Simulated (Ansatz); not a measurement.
# SiO2, one structure, two calculations

Cell: a Materials Project structure (computed, not necessarily an observed phase), atoms as given.

Space group I-42m (No. 121); a = 12.9581, c = 5.1360 Å.

```csv
site,Wyckoff,site symmetry,x,y,z
Si1,8i,..m,0.1998,0.1998,0.7289
Si3,8g,.2.,0.1544,0.0000,0.5000
O9,8i,..m,0.4206,0.4206,0.8328
O10,16j,1,0.5752,0.2775,0.8105
O11,8i,..m,0.2339,0.2339,0.0184
```

One atom of each set is listed; the run and its k-mesh use a cell of 24 atoms with edges of 9.52, 9.52, 9.52 Å.

First run. Computed with Ansatz: DFT, PBE, plane waves and PAW, scalar-relativistic, 420 eV cutoff, Γ-centred 4×4×4 k-points, Fermi–Dirac smearing 0.02 eV.

| site | V_zz (10²¹ V/m²) | η |
| --- | --- | --- |
| Si1 | -1.04 | 0.47 |
| Si3 | -2.56 | 0.62 |
| O9 | 8.17 | 0.71 |
| O10 | 8.86 | 0.30 |
| O11 | 10.34 | 0.05 |

Second run. The same atoms and settings, except that the functional is r2SCAN and the cutoff is 500 eV.

Q: Given the first result, estimate the second.

A: 

```
site   V_zz     η  change of V_zz
 Si1  -1.03  0.48           +0.01
 Si3  -2.57  0.62           -0.01
  O9   8.13  0.73           -0.04
 O10   8.79  0.30           -0.07
 O11  10.24  0.06           -0.10
```

The largest change of V_zz is on O11, from 10.34 to 10.24. In per cent, |V_zz| changes by -1 to 0 on Si, -1 to 0 on O (all sites that start above 0.5).

For the second run: The largest force is 0.5 eV/Å, so the atoms aren't at the calculated equilibrium and relaxing them would move these values.
